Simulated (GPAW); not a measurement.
# BN (F-43m) in GPAW: further runs

Aim: see how the results for BN move with the level of theory and the settings. Levels: M06-L+D3, PBEsol+D4. Tasks: Born charges, equation of state.

Program: GPAW 26.7.0. These are calculated values, not measurements. Logs are shortened: lines on timing, memory, paths and dates and some standing lists are left out, and cuts for length are marked. The log counts tension as positive stress, the text compression.

**The experiment to reproduce.**

“Effect of nanostructuration on compressibility of cubic BN”, 2012, arxiv:1208.3664 quotes, for a bulk crystal of BN at 300 K: bulk modulus 395 ± 2 GPa.

The runs below are set against these values where they give the same quantity.

**1. The structure**

Symmetry: F-43m, No. 216, cubic system. The conventional cell has a = 3.626 Å, b = 3.626 Å, c = 3.626 Å, α = 90.00°, β = 90.00°, γ = 90.00°. Around N (site symmetry -43m) lie 4 B at 1.57 Å. B (site symmetry -43m) has 4 N at 1.57 Å as nearest neighbours.

The cell is a database's computed one.

**2. Born charges, M06-L+D3**

run.py

```python
import json
import numpy as np
from ase import Atoms
from ase.calculators.mixing import SumCalculator
from ase.constraints import FixSymmetry
from ase.io import read, write
from ase.optimize import BFGS
from dftd3.ase import DFTD3
from phonopy import Phonopy
from phonopy.structure.atoms import PhonopyAtoms
from gpaw import GPAW, PW
from gpaw.berryphase import polarization_phase

atoms = read('POSCAR')

calc = GPAW(mode=PW(680),
            xc='M06-L',
            kpts={'size': (5, 5, 5), 'gamma': True},
            occupations={'name': 'fermi-dirac', 'width': 0.1},
            nbands=11,
            convergence={'density': 1e-06, 'eigenstates': 1e-09},
            maxiter=50,
            txt='gpaw.txt')
atoms.calc = SumCalculator([calc, DFTD3(method='m06l', damping='d3zero')])
atoms.set_constraint(FixSymmetry(atoms))
BFGS(atoms, trajectory='relax.traj', logfile='-').run(fmax=0.005, steps=40)
atoms.set_constraint()
energy = atoms.get_potential_energy()
forces = atoms.get_forces()
stress = atoms.get_stress()
calc.write('gs.gpw')
write('result.traj', atoms)
print('Cell:', atoms.cell.cellpar().round(4))
print(atoms.get_scaled_positions().round(5))

n = len(atoms)
unit = PhonopyAtoms(symbols=atoms.get_chemical_symbols(), cell=atoms.cell[:], scaled_positions=atoms.get_scaled_positions())
ph = Phonopy(unit, supercell_matrix=np.eye(3, dtype=int), primitive_matrix=np.eye(3), symprec=1e-4)
ph.generate_displacements(distance=0.01, is_plusminus=True)
forces, phases = [], []
for i, move in enumerate(ph.dataset['first_atoms']):
    b = atoms.copy()
    b.positions[move['number']] += move['displacement']
    c = GPAW(mode=PW(680),
             xc='M06-L',
             kpts={'size': (5, 5, 5), 'gamma': True},
             occupations={'name': 'fermi-dirac', 'width': 0.1},
             nbands=11,
             convergence={'density': 1e-06, 'eigenstates': 1e-09},
             maxiter=50,
             symmetry='off',
             txt=f'disp-{i:02d}.txt')
    b.calc = SumCalculator([c, DFTD3(method='m06l', damping='d3zero')])
    f = b.get_forces()
    forces.append(f - f.mean(axis=0))
    c.write('disp.gpw', 'all')
    phases.append(polarization_phase(gpw_wfs='disp.gpw')['phase_c'])
    print(move['number'], np.round(move['displacement'], 4), 'phases', phases[-1].round(5), flush=True)

# each pair of opposite moves, with its images under the space group
ops, cell, spos = ph.symmetry.symmetry_operations, atoms.cell[:].T, atoms.get_scaled_positions()
moves, dipoles = [[] for a in atoms], [[] for a in atoms]
for move, up, down in zip(ph.dataset['first_atoms'][::2], phases[::2], phases[1::2]):
    dphi = (up - down + np.pi) % (2 * np.pi) - np.pi
    dp = dphi @ atoms.cell[:] / (2 * np.pi)  # e A
    for w, t in zip(ops['rotations'], ops['translations']):
        x = w @ spos[move['number']] + t - spos
        b = np.linalg.norm(x - x.round(), axis=1).argmin()
        R = cell @ w @ np.linalg.inv(cell)
        moves[b].append(R @ move['displacement'] * 2)
        dipoles[b].append(R @ dp)
Z = np.array([np.linalg.lstsq(np.array(u), np.array(p), rcond=None)[0].T for u, p in zip(moves, dipoles)])  # Z[a, i, j] = dp_i / du_j
ph.forces = forces
ph.produce_force_constants()
ph.symmetrize_force_constants()
H = ph.force_constants.transpose(0, 2, 1, 3).reshape((3 * n, 3 * n))
rule = Z.sum(axis=0)
print('Sum of the charges:')
print(rule.round(4))
Z -= rule / n
for a in atoms:
    print(a.symbol)
    print(Z[a.index].round(3))
w = np.repeat(atoms.get_masses()**-0.5, 3)
omega2, modes = np.linalg.eigh(H * w * w[:, None])
nu = np.sign(omega2) * abs(omega2)**0.5 * 521.4709  # cm^-1
dipoles = np.einsum('aij,ajm->mi', Z, (modes * w[:, None]).reshape((n, 3, -1)))  # e / amu^0.5
optical = np.argsort(abs(omega2))[3:]
eps_ion = sum(np.outer(dipoles[m], dipoles[m]) / omega2[m] for m in optical) * 4 * np.pi * 14.399645 / atoms.get_volume()
for m in range(3 * n):
    print(f'{nu[m]:9.2f} cm^-1  IR {(dipoles[m]**2).sum():8.4f} e^2/amu')
print('Lattice part of the dielectric tensor:')
print(eps_ion.round(3))
json.dump({'Z': Z.tolist(), 'rule': rule.tolist(), 'nu': nu.tolist(), 'ir': (dipoles**2).sum(1).tolist(), 'eps_ion': eps_ion.tolist()},
          open('born.json', 'w'))
```

POSCAR

```
BN
1.0
    0.0000000000      1.8130010000      1.8130010000
    1.8130010000      0.0000000000      1.8130010000
    1.8130010000      1.8130010000      0.0000000000
N B
1 1
Direct
    0.2500000000      0.2500000000      0.2500000000
    0.0000000000      0.0000000000      0.0000000000
```

Potentials or basis: GPAW PAW data sets (gpaw-data 1.2.1), pw.

Started as:

```console
> OMP_NUM_THREADS=1 python run.py
```

gpaw.txt:

```text
__  _  _
 | _ |_)|_||  |
 |__||  | ||/\| - 26.7.0

Input parameters:
  mode=PW(ecut=680.0),
  convergence={'density': 1e-06, 'eigenstates': 1e-09},
  kpts=MonkhorstPack(size=(5, 5, 5), gamma=True),
  maxiter=50,
  nbands=11,
  occupations=Occupations(name='fermi-dirac', width=0.1),
  xc=XC(name='M06-L')

Diagonalizing LCAO Hamiltonian
Converting LCAO to pw mode

          N
       B

Atoms  # Å, Bohr magnetons
|   | symbol |        x |        y |        z |    initial magnetic moments |
|---|--------|----------|----------|----------|-----------------------------|
| 0 |      N | 0.906500 | 0.906500 | 0.906500 | ( 0.0000,  0.0000,  0.0000) |
| 1 |      B | 0.000000 | 0.000000 | 0.000000 | ( 0.0000,  0.0000,  0.0000) |

Unit cell  # Å
| periodic |        x |        y |        z |  lengths |    angles |
|----------|----------|----------|----------|----------|-----------|
|      yes | 0.000000 | 1.813001 | 1.813001 | 2.563971 | 60.000000 |
|      yes | 1.813001 | 0.000000 | 1.813001 | 2.563971 | 60.000000 |
|      yes | 1.813001 | 1.813001 | 0.000000 | 2.563971 | 60.000000 |

Number of symmetries: 24
Symmetry operations  # r_c * U_cc + t_c -> r_c
|    | kind |            matrix            |
|----|------|------------------------------|
|  0 |  E   |  1, 0, 0,  0, 1, 0,  0, 0, 1 |
|  1 |  σ   |  1, 0, 0,  0, 0, 1,  0, 1, 0 |
|  2 |  σ   |  1, 0,-1,  0, 1,-1,  0, 0,-1 |
|  3 |  C3  |  1, 0,-1,  0, 0,-1,  0, 1,-1 |
|  4 |  C3  |  1,-1, 0,  0,-1, 1,  0,-1, 0 |
|  5 |  σ   |  1,-1, 0,  0,-1, 0,  0,-1, 1 |
|  6 |  σ   |  0, 1, 0,  1, 0, 0,  0, 0, 1 |
|  7 |  C3  |  0, 1, 0,  0, 0, 1,  1, 0, 0 |
|  8 |  C2  |  0, 1,-1,  1, 0,-1,  0, 0,-1 |
|  9 |  S4  |  0, 1,-1,  0, 0,-1,  1, 0,-1 |
| 10 |  C3  |  0, 0, 1,  1, 0, 0,  0, 1, 0 |
| 11 |  σ   |  0, 0, 1,  0, 1, 0,  1, 0, 0 |
| 12 |  S4  |  0, 0,-1,  1, 0,-1,  0, 1,-1 |
| 13 |  C3  |  0, 0,-1,  0, 1,-1,  1, 0,-1 |
| 14 |  S4  |  0,-1, 1,  1,-1, 0,  0,-1, 0 |
| 15 |  C2  |  0,-1, 1,  0,-1, 0,  1,-1, 0 |
| 16 |  C3  |  0,-1, 0,  1,-1, 0,  0,-1, 1 |
| 17 |  S4  |  0,-1, 0,  0,-1, 1,  1,-1, 0 |
| 18 |  S4  | -1, 1, 0, -1, 0, 1, -1, 0, 0 |
| 19 |  C3  | -1, 1, 0, -1, 0, 0, -1, 0, 1 |
| 20 |  C3  | -1, 0, 1, -1, 1, 0, -1, 0, 0 |
| 21 |  S4  | -1, 0, 1, -1, 0, 0, -1, 1, 0 |
| 22 |  σ   | -1, 0, 0, -1, 1, 0, -1, 0, 1 |
| 23 |  C2  | -1, 0, 0, -1, 0, 1, -1, 1, 0 |

BZ-sampling:
  Number of BZ points: 125
  Number of IBZ points: 10

  Monkhorst-Pack size: [5, 5, 5]
  Monkhorst-Pack shift: [0, 0, 0]

K-points  # in reciprocal-cell coordinates
|   |                                coordinates |     weight |
|---|--------------------------------------------|------------|
| 0 | (  0.00000000,   0.00000000,   0.00000000) | 0.00800000 |
| 1 | (  0.20000000,   0.20000000,   0.00000000) | 0.04800000 |
| 2 | (  0.20000000,   0.20000000,   0.20000000) | 0.06400000 |
| 3 | (  0.40000000,   0.20000000,  -0.20000000) | 0.19200000 |
| 4 | (  0.40000000,   0.20000000,   0.20000000) | 0.09600000 |
| 5 | (  0.40000000,   0.40000000,  -0.40000000) | 0.19200000 |
| 6 | (  0.40000000,   0.40000000,  -0.20000000) | 0.09600000 |
| 7 | (  0.40000000,   0.40000000,   0.00000000) | 0.04800000 |
| 8 | (  0.40000000,   0.40000000,   0.20000000) | 0.19200000 |
| 9 | (  0.40000000,   0.40000000,   0.40000000) | 0.06400000 |

Plane wave coefficients: 531
Cutoff: 680.0 eV

Spin-components: 1 (collinear spins)
Bands:           11
Projectors:      10
Spin-degeneracy: 2
Datatype:        complex128

Parallelization:
  kpt:    1
  domain: 1
  band:   1

Density:
  Valence electrons: 8.0
  Components: 1
  Grid points: [16 16 16]
  Charge: 0.0  # |e|

Potential:
  Grid points: [16 16 16]

species:
  N:
    name:    Nitrogen
    Z:       7.0
    valence: 5
    core:    2
    charge:  0.0  # [|e|]
    compensation charges:
      type: gauss
      rc: 0.18  # [Å]
      lmax: 2
    cutoffs:
      filter: 1.11  # [Å]
      core: 0.96  # [Å]
    projectors
    | kind |    occ | energy [eV] | rcut [Å] |
    |------|--------|-------------|----------|
    |   2s |  2.000 |     -18.583 |    0.603 |
    |   2p |  3.000 |      -7.089 |    0.529 |
    |    s |        |       8.629 |    0.603 |
    |    p |        |      20.123 |    0.529 |
    |    d |        |       0.000 |    0.577 |

    Using partial waves for N as LCAO basis

  B:
    name:    Boron
    Z:       5.0
    valence: 3
    core:    2
    charge:  0.0  # [|e|]
    compensation charges:
      type: gauss
      rc: 0.20  # [Å]
      lmax: 2
    cutoffs:
      filter: 1.14  # [Å]
      core: 1.38  # [Å]
    projectors
    | kind |    occ | energy [eV] | rcut [Å] |
    |------|--------|-------------|----------|
    |   2s |  2.000 |      -9.443 |    0.635 |
    |   2p |  1.000 |      -3.606 |    0.635 |
    |    s |        |      17.768 |    0.635 |
    |    p |        |      23.605 |    0.635 |
    |    d |        |       0.000 |    0.635 |

    Using partial waves for B as LCAO basis

Reference energy: -2151.211071  # eV

eigensolver:
  PPCG
  Converge bands: occupied
  niter=2

density mixing:
  MSR1-Mixer
  Pratt-step length: 0.05
  Maximum mixing coefficient: 0.75
  Old densities: 10
  SVD Regularization: 0.005
  Good broyden scale: 1.0
  Trust region scale: 1.0
  Backstep threshold: 4.0
  History deletion threshold: 6.0
  Fourier metric: weight=20.0, sigma=0.015

occupation numbers:
  Fermi-Dirac:
    width: 0.1000  # eV

poisson solver:
  ecut: 5440.0  # eV

xc functional:
  name: M06-L with 2 nearest neighbor stencil

convergence criteria:
- Maximum integral of absolute [dens]ity change: 1e-06 electrons / valence electron
- Maximum integral of absolute [eigenst]ate change: 1e-09 eV^2 / valence electron
- Maximum [total energy] change in last 3 cyles: 0.0005 eV / valence electron
maximum number of iterations: 50

SCF iterations
|iter     | |      energy | eigst |  dens |
|---------|-|-------------|-------|-------|
|iter:   1| | -162.623681 | +3.17 |       |
|iter:   2| |  -16.749995 | +1.16 | -0.11 |
|iter:   3| |  -19.596046 | -0.47 | -0.93 |
|iter:   4| |  -19.888696 | -1.27 | -0.92 |
|iter:   5| |  -19.966523 | -2.13 | -1.39 |
|iter:   6| |  -19.957316 | -3.44 | -1.66 |
|iter:   7| |  -19.954530 | -2.73 | -1.74 |
|iter:   8| |  -19.955107c| -3.59 | -2.02 |
|iter:   9| |  -19.956227c| -3.81 | -2.18 |
|iter:  10| |  -19.957929c| -4.36 | -2.37 |
|iter:  11| |  -19.958261c| -4.90 | -2.49 |
|iter:  12| |  -19.958465c| -4.22 | -2.58 |
|iter:  13| |  -19.958635c| -4.57 | -3.12 |
|iter:  14| |  -19.958639c| -5.96 | -3.75 |
|iter:  15| |  -19.958641c| -6.44 | -4.16 |
|iter:  16| |  -19.958641c| -7.57 | -4.69 |
|iter:  17| |  -19.958641c| -7.92 | -4.84 |
|iter:  18| |  -19.958641c| -9.50c| -5.50 |
|iter:  19| |  -19.958641c|-10.28c| -6.03c|

Converged in 19 steps
Energy contributions relative to reference atoms: (reference = -2151.211071)

Energy contributions:
  Kinetic:          12.413492
  Coulomb:         -11.413027
  Zero:             -0.010069
  External:          0.000000
  Xc:              -20.949038
  Entropy:          -0.000000
  Spinorbit:         0.000000
  ----------------------------
  Free energy:     -19.958641
  Extrapolated:    -19.958641

dipole moment: (-7.291996, -7.291996, -7.291996)  # |e|*Ang

Fermi level: 12.231
Eigenvalues  # (at kpt = [0.000, 0.000, 0.000])
| band index |      eig [eV] | occ [0-2] |
|------------|---------------|-----------|
|          0 |       -11.381 |     2.000 |
|          1 |         9.844 |     2.000 |
|          2 |         9.847 |     2.000 |
|          3 |         9.847 |     2.000 |
|          4 |        19.152 |     0.000 |
|          5 |        19.152 |     0.000 |
|          6 |        19.152 |     0.000 |
|          7 |        20.426 |     0.000 |
|          8 |        35.181 |     0.000 |
|          9 |        38.378 |     0.000 |
|         10 |        38.393 |     0.000 |

Gap: 5.247 eV
Transition (v -> c):
  (s=0, k=0, n=3, [0.00, 0.00, 0.00]) -> (s=0, k=7, n=4, [0.40, 0.40, 0.00])
Direct/indirect transitions are different
Direct gap: 9.305 eV
Transition at: (s=0, k=0, n=3, [0.00, 0.00, 0.00])

Forces  # eV/Ang
|        x |        y |        z |
|----------|----------|----------|
| -0.00000 | -0.00000 | -0.00000 |  # N    0
| -0.00000 | -0.00000 |  0.00000 |  # B    1

Stress tensor  # eV/Ang^3
|         x |         y |         z |
|-----------|-----------|-----------|
|  0.080436 |  0.000000 | -0.000000 |
|  0.000000 |  0.080436 | -0.000000 |
| -0.000000 | -0.000000 |  0.080436 |

# Writing to gs.gpw (mode='')
```

Run time: 6.9 min. Hardware: 1 thread of Arm Neoverse V2, shared host; peak memory 0.37 GiB.

These settings aren't checked as converged: the numbers below hold their error.

What came out:

| Item | Value |
| --- | --- |
| Free energy | -20.0297 eV |
| Pressure after relaxing | -13.8 GPa |
| Band gap on the k mesh | 5.25 eV, indirect (least direct gap 9.31 eV) |
| Born charges (mean of the diagonal) | N -2.08; B +2.08 e |
| Highest phonon frequency at Γ, LO-TO splitting left out | 1023 cm⁻¹ |
| Dispersion energy per atom | -0.036 eV |

Caveat: the k mesh is coarse (spacing up to 0.60 Å⁻¹), so the values aren't converged; the cell is more than 3 GPa from zero pressure, which shifts response properties; the cutoff is short for stress and forces, so pressures can be off by a GPa or more; the LO-TO splitting is left out; the PAW data sets were made with another functional, which shifts forces and pressure a little; an odd mesh through Γ misses points on the zone boundary, where band edges often lie.

**3. Equation of state, PBEsol+D4**

run.py

```python
from ase import Atoms
from ase.calculators.mixing import SumCalculator
from ase.eos import EquationOfState
from ase.io import Trajectory
from ase.units import GPa
from dftd4.ase import DFTD4
from gpaw import GPAW, PW, setup_paths

setup_paths.insert(0, '.')

atoms = Atoms(['N', 'B'],
              cell=[[0.0, 1.813001, 1.813001],
                    [1.813001, 0.0, 1.813001],
                    [1.813001, 1.813001, 0.0]],
              scaled_positions=[[0.25, 0.25, 0.25],
                                [0.0, 0.0, 0.0]],
              pbc=True)

traj = Trajectory('eos.traj', 'w')
volumes, energies = [], []
for x in [0.94, 0.96, 0.98, 1.0, 1.02, 1.04, 1.06]:
    a = atoms.copy()
    a.set_cell(atoms.cell * x**(1 / 3), scale_atoms=True)
    calc = GPAW(mode=PW(800),
                xc='PBEsol',
                kpts={'size': (10, 10, 10), 'gamma': True},
                occupations={'name': 'fermi-dirac', 'width': 0.05},
                nbands=11,
                convergence={'density': 1e-05, 'energy': 1e-05},
                maxiter=150,
                txt=f'eos-{x:.2f}.txt')
    a.calc = SumCalculator([calc, DFTD4(method='pbesol')])
    energies.append(a.get_potential_energy())
    volumes.append(a.get_volume())
    p = -a.get_stress()[:3].mean() / GPa
    calc.write(f'eos-{x:.2f}.gpw')
    traj.write(a)
    print(f'{x:.2f} {volumes[-1]:10.4f} A^3 {energies[-1]:14.6f} eV {p:9.3f} GPa', flush=True)

v0, e0, B = EquationOfState(volumes, energies, eos='birchmurnaghan').fit()
print(f'V0 = {v0:.4f} A^3, E0 = {e0:.6f} eV, B0 = {B / GPa:.2f} GPa')
```

Potentials or basis: PAW data sets generated in the run's folder for this functional, pw.

Started as:

```console
> gpaw-setup -f PBEsol B N
> OMP_NUM_THREADS=1 python run.py
```

Run time: 1.8 min. Hardware: 1 thread of Arm Neoverse V1, shared host; peak memory 0.18 GiB.

Results (log left out):

- Equilibrium volume: 5.81 Å³/atom
- Bulk modulus: 395 GPa
- Pressure derivative of the bulk modulus: 3.9

Energy against volume, from the lowest point:
| volume (Å³/atom) | energy (meV/atom) |
| --- | --- |
| 5.602 | 9.97 |
| 5.721 | 1.74 |
| 5.840 | 0.00 |
| 5.959 | 4.26 |
| 6.078 | 13.70 |
| 6.198 | 28.10 |
| 6.317 | 46.83 |

**4. Comparison with measurements**

Step 3. A measured bulk modulus of BN is 395 GPa (300 K; quoted in “Effect of nanostructuration on compressibility of cubic BN”, 2012, arxiv:1208.3664); the calculated 395 GPa misses it by +0.1 %. The fit is for a static lattice scaled at fixed shape and fixed fractional positions.
